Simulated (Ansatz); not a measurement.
**Convergence notes, G0W0 on YN (Fm-3m)**

A 2-atom cell of YN (Fm-3m) from a materials database, relaxed with r2SCAN; one-shot G0W0 in Ansatz without spin-orbit coupling. Spin-unpolarised throughout; all numbers are computed.

```
CELL_PARAMETERS angstrom
0.00000 2.44805 2.44805
2.44805 0.00000 2.44805
2.44805 2.44805 0.00000
ATOMIC_POSITIONS crystal
Y 0.00000 0.00000 0.00000
N 0.50000 0.50000 0.50000
```

Gaps are read over the mesh points alone. G0W0 values are finite-basis, finite-mesh values.
```tsv
start	potentials	frequency model	mesh	empty bands	screening cutoff (eV)	Kohn-Sham gap (eV)	G0W0 gap (eV)
PBE	PAW	contour deformation	6×6×6	87	120	0.18	0.51
PBE	PAW	contour deformation	6×6×6	217	220	0.18	0.66
PBE	PAW	contour deformation	6×6×6	399	300	0.18	0.70
HSE06	PAW	contour deformation	6×6×6	217	220	1.09	1.19
r2SCAN	PAW	contour deformation	6×6×6	217	220	0.57	0.85
PBE0	PAW	contour deformation	6×6×6	217	220	1.76	1.40
PBE	PAW	Godby-Needs pole	6×6×6	217	220	0.18	0.62
PBE	PAW	contour deformation	10×10×10	47	80	0.20	0.44
PBE	norm-conserving	contour deformation	6×6×6	217	220	0.18	0.67
```

G0W0 moves the gap on the mesh from 0.18 eV (PBE) to 0.70 eV (Γ to X). Renormalisation factors Z lie between 0.67 and 0.75.

Raising bands and cutoff together moves the gap by +0.15 eV (120 to 220 eV), then +0.04 eV (220 to 300 eV); the last step is still large, so the basis limit isn't reached. Starting from HSE06 (1.09 eV against PBE's 0.18 eV) gives 1.19 eV, +0.53 eV from G0W0@PBE at the same screening cutoff. Starting from r2SCAN (0.57 eV against PBE's 0.18 eV) gives 0.85 eV, +0.19 eV from G0W0@PBE at the same screening cutoff. Starting from PBE0 (1.76 eV against PBE's 0.18 eV) gives 1.40 eV, +0.74 eV from G0W0@PBE at the same screening cutoff. The Godby-Needs plasmon pole differs from contour deformation by -0.04 eV. Norm-conserving potentials (wave cutoff 1240 eV against 420 eV) shift the quasiparticle gap by +0.01 eV and the PBE gap by 0.00 eV. On these meshes the dielectric constant comes out too large, which adds an error that these runs don't bound. r2SCAN runs take a wave cutoff of 500 eV.

The program warns that the k mesh is coarse for exact exchange in some of these runs, so their gaps aren't converged.
